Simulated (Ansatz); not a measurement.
Runs of Ansatz 0.2.0 on CuO (Tenorite). The structure is monoclinic, space group C2/c (No. 15). The conventional cell has a = 4.684 Å, b = 3.423 Å, c = 5.129 Å, α = 90.00°, β = 99.54°, γ = 90.00°. Cu (site symmetry -1) has 4 O at 1.95 to 1.96 Å as nearest neighbours. Around O (site symmetry 2) lie 4 Cu at 1.95 to 1.96 Å. 

```tsv
task	level	cell	cutoff (eV)	basis error allowed	gap on the mesh (eV)	pressure (GPa)	V0 of scaled cells (Å³/atom)	B0 (GPa)	largest force (eV/Å)
equation of state	PBE	as given	-	0.001 eV/atom	-	-	10.47	(b)	-
single point	PBE	as given	439	0.001 eV/atom	none	5.7	-	-	0.26
single point	PBE	atoms moved at random, drawn with an rms of 0.05 Å	448	0.001 eV/atom	none	5.5	-	-	0.42
equation of state	PBEsol	as given	-	0.002 eV/atom	-	-	(a)	186	-
equation of state	LDA	as given	-	0.002 eV/atom	-	-	9.63	208	-
```

Alike in all rows: potentials or basis all-electron LAPW, scalar-relativistic; no spin polarisation; k mesh 10 × 10 × 5; smearing fermi-dirac 0.05 eV.

Q: Estimate the missing entries.

A: (a) 9.98; (b) 162.

Caveats: the run has no spin polarisation, though such a crystal can be magnetic; the cell was scaled at fixed shape and fractional positions, which overstates the stiffness of a crystal with free parameters, most of all of layers and chains (some runs); semilocal functionals often make such compounds metallic where correlation or magnetic order opens a gap, which also shifts bond lengths (some runs).

A gap of «none» marks a metal or a gap under the smearing width.
